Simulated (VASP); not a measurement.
Crystal: Cs2SnI6.

```
Cs Sn I
1.0
     0.00000    5.81380    5.81380
     5.81380    0.00000    5.81380
     5.81380    5.81380    0.00000
Cs Sn I
2 1 6
Direct
  0.25000 0.25000 0.25000
  0.75000 0.75000 0.75000
  0.00000 0.00000 0.00000
  0.75464 0.24536 0.24536
  0.24536 0.75464 0.24536
  0.24536 0.75464 0.75464
  0.75464 0.24536 0.75464
  0.24536 0.24536 0.75464
  0.75464 0.75464 0.24536
```

| Quantity | Value |
| --- | --- |
| Program | VASP 6.6.1 |
| Task | relaxation of cell and atoms |
| Functional | PBE |
| Dispersion | D3(BJ) |
| Potentials or basis | VASP PAW PBE potentials, release 64 (Cs_sv, Sn_d, I) |
| Cutoff | 600 eV |
| k mesh | 6 × 6 × 6 |
| Occupations | gaussian, width 0.03 eV |
| Spin | no spin polarisation |

At the start: pressure 0.6 GPa; volume 43.67 Å³/atom.

How do energy, volume and symmetry change on relaxing?

Over 11 steps the energy falls by 3.8 meV/atom and the volume is 43.86 Å³/atom (+0.4 %); space group Fm-3m (No. 225, to 0.05 Å).

Step by step:
```csv
step,energy change (eV),largest force (eV/Å),pressure (GPa),volume (Å³)
1,0.0000,0.2869,0.58,393.02
2,-0.0275,0.0597,-0.09,402.08
3,-0.0275,0.0602,-0.10,402.06
4,-0.0275,0.0643,-0.08,401.88
5,-0.0291,0.0566,-0.06,400.77
6,-0.0327,0.0356,-0.01,397.46
7,-0.0323,0.0164,0.09,390.89
8,-0.0338,0.0133,0.03,394.41
9,-0.0338,0.0120,0.03,394.26
10,-0.0338,0.0123,-0.03,395.15
11,-0.0339,0.0001,0.01,394.70
```

Final structure:
```
Cs Sn I
1.0
     0.00000    5.82209    5.82209
     5.82209    0.00000    5.82209
     5.82209    5.82209    0.00000
Cs Sn I
2 1 6
Direct
  0.25000 0.25000 0.25000
  0.75000 0.75000 0.75000
  0.00000 0.00000 0.00000
  0.75142 0.24858 0.24858
  0.24858 0.75142 0.24858
  0.24858 0.75142 0.75142
  0.75142 0.24858 0.75142
  0.24858 0.24858 0.75142
  0.75142 0.75142 0.24858
```

Caveat: pairwise dispersion overbinds metals, which lowers pressure and volume.
